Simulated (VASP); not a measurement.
# TiO2 (P4_2/mnm) in VASP: notebook

Runs on TiO2. Level: PBE. Tasks: dielectric tensor.

All numbers are computed with VASP 6.6.1; they aren't measurements. Logs are shortened: lines on timing, memory, paths and dates and some standing lists are left out, and cuts for length are marked.

## (1) Starting point

It takes space group P4_2/mnm (No. 136, tetragonal). Conventional cell: a = 4.600 Å, b = 4.600 Å, c = 2.959 Å, α = 90.00°, β = 90.00°, γ = 90.00°. Ti (site symmetry mmm) has 6 O at 1.95 to 1.98 Å as nearest neighbours. Around O (site symmetry m2m) lie 3 Ti at 1.95 to 1.98 Å.

The cell is a database's computed one.

## (2) Dielectric tensor, PBE

The input, INCAR:

```
PREC = Accurate ; ENCUT = 520
EDIFF = 1E-8 ; ISMEAR = 0
SIGMA = 0.01 ; LREAL = False
LASPH = True ; NELM = 100
ALGO = Normal ; ISIF = 2
LWAVE = False ; LCHARG = False
GGA = PE ; LEPSILON = True
```

The input, KPOINTS:

```
regular mesh
0
Gamma
  3 3 5
```

The input, POSCAR:

```
TiO2
1.0
    4.5998373239      0.0000000000      0.0000000000
    0.0000000000      4.5998373239      0.0000000000
    0.0000000000      0.0000000000      2.9592135600
Ti O
2 4
Direct
    0.0000000000      0.0000000000      0.5000000000
    0.5000000000      0.5000000000      0.0000000000
    0.3043213200      0.3043213200      0.5000000000
    0.1956786800      0.8043213200      0.0000000000
    0.8043213200      0.1956786800      0.0000000000
    0.6956786800      0.6956786800      0.5000000000
```

Potentials or basis: VASP PAW PBE potentials, release 64 (Ti_sv, O).

Launch:

```console
$ cat potpaw_PBE.64/Ti_sv/POTCAR potpaw_PBE.64/O/POTCAR > POTCAR
$ mpirun -np 1 vasp_std > vasp.out
```

OUTCAR:

```text
PREC = Accurate
   ENCUT = 520
   EDIFF = 1E-8
   ISMEAR = 0
   LREAL = False
   LASPH = True
   NELM = 100
   ISIF = 2
   GGA = PE
   LEPSILON = True

 Found      9 irreducible k-points:

 Following reciprocal coordinates:
            Coordinates               Weight
  0.000000  0.000000  0.000000      1.000000
  0.333333  0.000000  0.000000      4.000000
  0.333333  0.333333  0.000000      4.000000
  0.000000  0.000000  0.200000      2.000000
  0.333333  0.000000  0.200000      8.000000
  0.333333  0.333333  0.200000      8.000000
   k-points           NKPTS =      9   k-points in BZ     NKDIM =      9   number of bands    NBANDS=     28
   number of dos      NEDOS =    301   number of ions     NIONS =      6
   total plane-waves  NPLWV =  31104
   dimension x,y,z NGX =    36 NGY =   36 NGZ =   24
   dimension x,y,z NGXF=    72 NGYF=   72 NGZF=   48
   ions per type =               2   4
   NGX,Y,Z   is equivalent  to a cutoff of  13.01, 13.01, 13.48 a.u.
   NGXF,Y,Z  is equivalent  to a cutoff of  26.02, 26.02, 26.97 a.u.
 SYSTEM =  unknown system
   PREC   = accura    normal or accurate (medium, high low for compatibility)
   ISTART =      0    job   : 0-new  1-cont  2-samecut
   ICHARG =      2    charge: 1-file 2-atom 10-const
   ISPIN  =      1    spin polarized calculation?
   LNONCOLLINEAR =      F non collinear calculations
   LSORBIT =      F    spin-orbit coupling
   LASPH  =      T    aspherical Exc in radial PAW
   ENCUT  =  520.0 eV  38.22 Ry    6.18 a.u.   8.55  8.55  5.50*2*pi/ulx,y,z
   NELM   =    100;   NELMIN=  2; NELMDL= -5     # of ELM steps
   EDIFF  = 0.1E-07   stopping-criterion for ELM
   LREAL  =      F    real-space projection
   EDIFFG = 0.1E-06   stopping-criterion for IOM
   NSW    =      0    number of steps for IOM
   IBRION =     -1    ionic relax: 0-MD 1-quasi-New 2-CG
   NFREE  =      0    steps in history (QN), initial steepest desc. (CG)
   ISIF   =      2    stress and relaxation
   ISYM   =      2    0-nonsym 1-usesym 2-fastsym
   POTIM  = 0.5000    time-step for ionic-motion
   TEBEG  =    0.0;   TEEND  =   0.0 temperature during run
   PSTRESS=    0.0 pullay stress
   NELECT =      48.0000    total number of electrons
   NUPDOWN=      -1.0000    fix difference up-down
   EMIN   =  10.00;   EMAX   =-10.00  energy-range for DOS
   EFERMI =   0.00;   METHOD = LEGACY
   ISMEAR =     0;   SIGMA  =   0.01  broadening in eV -4-tet -1-fermi 0-gaus
   EFERMI_NEDOS =   21; number of points for ismear=-14 and -15
   IALGO  =     38    algorithm
   IMIX   =      4    mixing-type and parameters
     AMIX     =   0.40;   BMIX     =  1.00
     AMIX_MAG =   1.60;   BMIX_MAG =  1.00
  volume/ion in A,a.u.               =      10.44        70.42
  Fermi-wavevector in a.u.,A,eV,Ry     =   1.498309  2.831394 30.544140  2.244931
  Thomas-Fermi vector in A             =   2.610085
   LORBIT       =      0    0 simple, 1 ext, 2 COOP (PROOUT), +10 PAW based schemes
[... 246 lines left out ...]

 HEAD OF MICROSCOPIC STATIC DIELECTRIC TENSOR (INDEPENDENT PARTICLE, excluding Hartree and local field effects)
 ------------------------------------------------------
           7.872487     0.000000     0.000000
          -0.000000     7.872487     0.000000
           0.000000     0.000000     9.205314
 ------------------------------------------------------

 Free energy of the ion-electron system (eV)
  ---------------------------------------------------
  ---------------------------------------------------
  free energy    TOTEN  =        -1.20848063 eV

  energy without entropy =       -1.20848063

------------------------ aborting loop because EDIFF is reached ----------------------------------------

--------------------------------------- Ionic step        2  -------------------------------------------

------------------------ aborting loop because EDIFF is reached ----------------------------------------

--------------------------------------- Ionic step        3  -------------------------------------------

 Free energy of the ion-electron system (eV)
  ---------------------------------------------------
  ---------------------------------------------------
  free energy    TOTEN  =        -1.46833459 eV

  energy without entropy =       -1.46833459

------------------------ aborting loop because EDIFF is reached ----------------------------------------

 PIEZOELECTRIC TENSOR FIELD DIRECTION 3  (e Angst)
 -----------------------------------------------------------------------------
    -0.00256  0.00000  0.00000           (  0.00015  0.00000  0.00000)
     0.00000 -0.00256  0.00000           (  0.00000  0.00015  0.00000)
     0.00000  0.00000  0.00265           (  0.00000  0.00000 -0.00041)

 PIEZOELECTRIC TENSOR FIELD DIRECTION 3  (C/m^2)
 -----------------------------------------------------------------------------
    -0.00065  0.00000  0.00000
     0.00000 -0.00065  0.00000
     0.00000  0.00000  0.00068

 MACROSCOPIC STATIC DIELECTRIC TENSOR (including local field effects in DFT)
 ------------------------------------------------------
           7.666877    -0.000000     0.000000
          -0.000000     7.666877     0.000000
           0.000000     0.000000     9.093088
 ------------------------------------------------------

 PIEZOELECTRIC TENSOR (including local field effects)  for field in x, y, z        (e  Angst)
          XX          YY          ZZ          XY          YZ          ZX
  --------------------------------------------------------------------------------
  x     0.00000     0.00000     0.00000     0.00000     0.00000     0.00000
  y     0.00000     0.00000     0.00000     0.00000     0.00000     0.00000
  z     0.00000     0.00000     0.00000     0.00000     0.00000     0.00000

 PIEZOELECTRIC TENSOR (including local field effects)  for field in x, y, z        (C/m^2)
          XX          YY          ZZ          XY          YZ          ZX
  --------------------------------------------------------------------------------
  x     0.00000     0.00000     0.00000     0.00000     0.00000     0.00000
  y     0.00000     0.00000     0.00000     0.00000     0.00000     0.00000
  z     0.00000     0.00000     0.00000     0.00000     0.00000     0.00000

 BORN EFFECTIVE CHARGES (including local field effects) (in |e|, cummulative output)
 ---------------------------------------------------------------------------------
 ion    1
    1     6.44157     1.01797     0.00000
    2     1.01797     6.44157     0.00000
    3     0.00000     0.00000     7.83295
 ion    2
    1     6.44157    -1.01797     0.00000
    2    -1.01797     6.44157     0.00000
    3     0.00000     0.00000     7.83295
 ion    3
    1    -3.22079    -1.86662     0.00000
    2    -1.86662    -3.22079     0.00000
    3     0.00000     0.00000    -3.91647
 ion    4
    1    -3.22079     1.86662     0.00000
    2     1.86662    -3.22079     0.00000
    3     0.00000     0.00000    -3.91647
 ion    5
    1    -3.22079     1.86662     0.00000
    2     1.86662    -3.22079     0.00000
    3     0.00000     0.00000    -3.91647
 ion    6
    1    -3.22079    -1.86662     0.00000
    2    -1.86662    -3.22079     0.00000
    3     0.00000     0.00000    -3.91647
```

OSZICAR:

```text
[... 13 lines left out ...]
RMM:  10    -0.146831576987E+01   -0.75472E-04    0.85005E-05  1033   0.126E-02    0.102E-03
RMM:  11    -0.146831065151E+01    0.51184E-05    0.48201E-05  1066   0.632E-03    0.978E-04
RMM:  12    -0.146832565978E+01   -0.15008E-04    0.38404E-05  1023   0.431E-03    0.254E-04
RMM:  13    -0.146833166275E+01   -0.60030E-05    0.24690E-05  1131   0.269E-03    0.111E-04
RMM:  14    -0.146833132332E+01    0.33943E-06    0.33905E-05  1058   0.192E-03    0.652E-05
RMM:  15    -0.146833473537E+01   -0.34120E-05    0.13194E-05  1073   0.159E-03    0.410E-05
RMM:  16    -0.146833412660E+01    0.60877E-06    0.39469E-06  1022   0.141E-03    0.148E-05
RMM:  17    -0.146833425613E+01   -0.12954E-06    0.43259E-06   955   0.133E-03    0.218E-05
RMM:  18    -0.146833459243E+01   -0.33630E-06   -0.11852E-06   875   0.128E-03    0.563E-06
```

stdout:

```text
POSCAR found type information on POSCAR TiO
 POSCAR found :  2 types and       6 ions
 scaLAPACK will be used
 LDA part: xc-table for (Slater+PW92), standard interpolation
 POSCAR, INCAR and KPOINTS ok, starting setup
 FFT: planning ... GRIDC
 FFT: planning ... GRID_SOFT
 FFT: planning ... GRID
 WAVECAR not read
 entering main loop
 Linear response reoptimize wavefunctions to high precision
 Linear response G [H, r] |phi>, progress :
  Direction:   1
 Linear response G [H, r] |phi>, progress :
  Direction:   2
 Linear response G [H, r] |phi>, progress :
  Direction:   3
 Linear response to external field (no local field effect), progress :
  Direction:   1
 dielectric tensor                  component  1 :     8.010    -0.633    -1.372
 Linear response to external field (no local field effect), progress :
  Direction:   2
 dielectric tensor                  component  2 :    -0.633     7.735    -0.286
 Linear response to external field (no local field effect), progress :
  Direction:   3
 dielectric tensor                  component  3 :    -1.372    -0.285     9.205
 Linear response to external field, progress :
  Direction:   1
 dielectric tensor                  component  1 :     7.667    -0.618    -0.844
 Linear response to external field, progress :
  Direction:   2
 dielectric tensor                  component  2 :    -0.618     7.667    -0.844
 Linear response to external field, progress :
  Direction:   3
 dielectric tensor                  component  3 :    -1.370    -0.285     9.093
 Born effective charges drift removed
```

Run time: 3.6 min. Hardware: 1 thread of Intel Xeon Platinum 8559C (Emerald Rapids), shared host; peak memory 0.21 GiB.

These settings aren't checked as converged: the numbers below hold their error.

What came out:

```yaml
Band_gap_on_the_k_mesh: 1.83 eV, direct
Electronic_dielectric_tensor_diagonal: 7.67, 7.67, 9.09
Born_charges_mean_of_the_diagonal: Ti +6.91; O -3.45 e
```

Caveat: the k mesh is coarse (spacing up to 0.46 Å⁻¹), so the values aren't converged; an odd mesh through Γ misses points on the zone boundary, where band edges often lie.

## (3) Dielectric tensor, PBE

INCAR: that of step 2 with these lines changed.

```diff
@@ -1,2 +1,2 @@
-PREC = Accurate ; ENCUT = 520
+PREC = Accurate ; ENCUT = 400
 EDIFF = 1E-8 ; ISMEAR = 0
```

The input, KPOINTS:

```
regular mesh
0
Gamma
  4 4 6
```

POSCAR is that of step 2.

Potentials or basis: VASP PAW PBE potentials, release 64 (Ti_sv, O).

Launch:

```console
$ cat potpaw_PBE.64/Ti_sv/POTCAR potpaw_PBE.64/O/POTCAR > POTCAR
$ mpirun -np 1 vasp_std > vasp.out
```

OUTCAR:

```text
PREC = Accurate
   ENCUT = 400
   EDIFF = 1E-8
   ISMEAR = 0
   LREAL = False
   LASPH = True
   NELM = 100
   ISIF = 2
   GGA = PE
   LEPSILON = True

 Found     24 irreducible k-points:

 Following reciprocal coordinates:
            Coordinates               Weight
  0.000000  0.000000  0.000000      1.000000
  0.250000  0.000000  0.000000      4.000000
  0.500000  0.000000  0.000000      2.000000
  0.250000  0.250000  0.000000      4.000000
  0.500000  0.250000  0.000000      4.000000
  0.500000  0.500000  0.000000      1.000000
   k-points           NKPTS =     24   k-points in BZ     NKDIM =     24   number of bands    NBANDS=     28
   number of dos      NEDOS =    301   number of ions     NIONS =      6
   total plane-waves  NPLWV =  18000
   dimension x,y,z NGX =    30 NGY =   30 NGZ =   20
   dimension x,y,z NGXF=    60 NGYF=   60 NGZF=   40
   ions per type =               2   4
[... 337 lines left out ...]
  --------------------------------------------------------------------------------
  x     0.00000     0.00000     0.00000     0.00000     0.00000     0.00000
  y     0.00000     0.00000     0.00000     0.00000     0.00000     0.00000
  z     0.00000     0.00000     0.00000     0.00000     0.00000     0.00000

 PIEZOELECTRIC TENSOR (including local field effects)  for field in x, y, z        (C/m^2)
          XX          YY          ZZ          XY          YZ          ZX
  --------------------------------------------------------------------------------
  x     0.00000     0.00000     0.00000     0.00000     0.00000     0.00000
  y     0.00000     0.00000     0.00000     0.00000     0.00000     0.00000
  z     0.00000     0.00000     0.00000     0.00000     0.00000     0.00000

 BORN EFFECTIVE CHARGES (including local field effects) (in |e|, cummulative output)
 ---------------------------------------------------------------------------------
 ion    1
    1     6.34958     1.03728     0.00000
    2     1.03728     6.34958     0.00000
    3     0.00000     0.00000     7.72849
 ion    2
    1     6.34958    -1.03728     0.00000
    2    -1.03728     6.34958     0.00000
    3     0.00000     0.00000     7.72849
 ion    3
    1    -3.17479    -1.82523     0.00000
    2    -1.82523    -3.17479     0.00000
    3     0.00000     0.00000    -3.86425
 ion    4
    1    -3.17479     1.82523     0.00000
    2     1.82523    -3.17479     0.00000
    3     0.00000     0.00000    -3.86425
 ion    5
    1    -3.17479     1.82523     0.00000
    2     1.82523    -3.17479     0.00000
    3     0.00000     0.00000    -3.86425
 ion    6
    1    -3.17479    -1.82523     0.00000
    2    -1.82523    -3.17479     0.00000
    3     0.00000     0.00000    -3.86425
```

OSZICAR:

```text
N       E                     dE             d eps       ncg     rms          rms(c)
DAV:   1     0.614584623303E+03    0.61458E+03   -0.21989E+04  1344   0.173E+03
DAV:   2     0.342984539965E+02   -0.58029E+03   -0.56105E+03  1516   0.542E+02
DAV:   3    -0.653880787016E+02   -0.99687E+02   -0.97857E+02  2068   0.200E+02
[... 11 lines left out ...]
RMM:  13    -0.143564995489E+01   -0.58017E-06   -0.16449E-05  2972   0.270E-03    0.798E-05
RMM:  14    -0.143564962913E+01    0.32576E-06   -0.14957E-05  2966   0.195E-03    0.904E-05
RMM:  15    -0.143565388312E+01   -0.42540E-05   -0.12237E-05  2894   0.156E-03    0.264E-05
RMM:  16    -0.143565353719E+01    0.34593E-06   -0.13364E-05  2628   0.136E-03    0.179E-05
RMM:  17    -0.143565331149E+01    0.22571E-06   -0.14388E-05  2444   0.125E-03    0.184E-05
RMM:  18    -0.143565347734E+01   -0.16585E-06   -0.12674E-05  2167   0.122E-03    0.161E-05
RMM:  19    -0.143565426943E+01   -0.79209E-06   -0.14725E-05  2104   0.119E-03    0.663E-06
```

Run time: 5.9 min. Hardware: 1 thread of Intel Xeon Platinum 8559C (Emerald Rapids), shared host; peak memory 0.24 GiB.

These settings aren't checked as converged: the numbers below hold their error.

What came out:

- Band gap on the k mesh: 1.85 eV, direct
- Electronic dielectric tensor (diagonal): 7.48, 7.48, 8.92
- Born charges (mean of the diagonal): Ti +6.81; O -3.40 e

[end of part 1 of 2]
